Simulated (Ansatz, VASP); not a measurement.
Given: the input of a run of Ansatz 0.2.0 on Sb.

The input input.yaml:

```yaml
crystal:
  lattice:
    - [-1.5765401831, 1.5765401831, 2.7119384313]
    - [1.5765401831, -1.5765401831, 2.7119384313]
    - [1.5765401831, 1.5765401831, -2.7119384313]
  atoms:
    - { symbol: Sb, position: [0.0, 0.0, 0.0] }
kpoints:
  mp_grid: { grid: [12, 12, 12] }
scf:
  occupations: { method: fermi_dirac, width: 0.05 }
hamiltonian:
  xc: lda
  pseudopotentials: { kind: all_electron, lapw: { basis_error: 0.001 } }
output:
  forces: true
  stress: true
  eigenvalues: true
```

Potentials or basis: all-electron LAPW, scalar-relativistic.

Launch:

```bash
$ ansatz run input.yaml --threads 1 --pin off --max-ram 3072MiB --backend cpu --events-out ev --progress --plain --runs-dir out
```

**Question.** Set up the same calculation for VASP 6.6.1. Potentials there: VASP PAW LDA potentials, release 64 (Sb).

**Answer.** As run (the cutoff follows the program's own potentials):

File INCAR:

```
PREC = Accurate ; ENCUT = 520
EDIFF = 1E-6 ; ISMEAR = -1
SIGMA = 0.05 ; LREAL = False
LASPH = True ; NELM = 100
ALGO = Normal ; ISIF = 2
LWAVE = False ; LCHARG = False
GGA = CA ; NBANDS = 8
```

File KPOINTS:

```
regular mesh
0
Gamma
  12 12 12
```

Contents of POSCAR:

```
Sb
1.0
   -1.5765401831      1.5765401831      2.7119384313
    1.5765401831     -1.5765401831      2.7119384313
    1.5765401831      1.5765401831     -2.7119384313
Sb
1
Direct
    0.0000000000      0.0000000000      0.0000000000
```

Potentials or basis: VASP PAW LDA potentials, release 64 (Sb).

Run with:

```sh
$ cat potpaw_LDA.64/Sb/POTCAR > POTCAR
$ mpirun -np 1 vasp_std > vasp.out
```

Both were run:

|  | VASP | Ansatz | Ansatz less VASP |
| --- | --- | --- | --- |
| gap on the k mesh at the Fermi level (eV) | none | none | - |
| pressure (GPa) | -2.3 | -2.4 | -0.08 |
| largest component of the traceless stress (GPa) | 0.10 | 0.07 | -0.033 |

A gap of «none» marks a metal or a gap that the smearing closes. Ansatz ran all-electron here, so the differences hold the error of VASP's frozen core and of both bases.

The runs have no spin-orbit coupling, so splittings on Sb are missing.
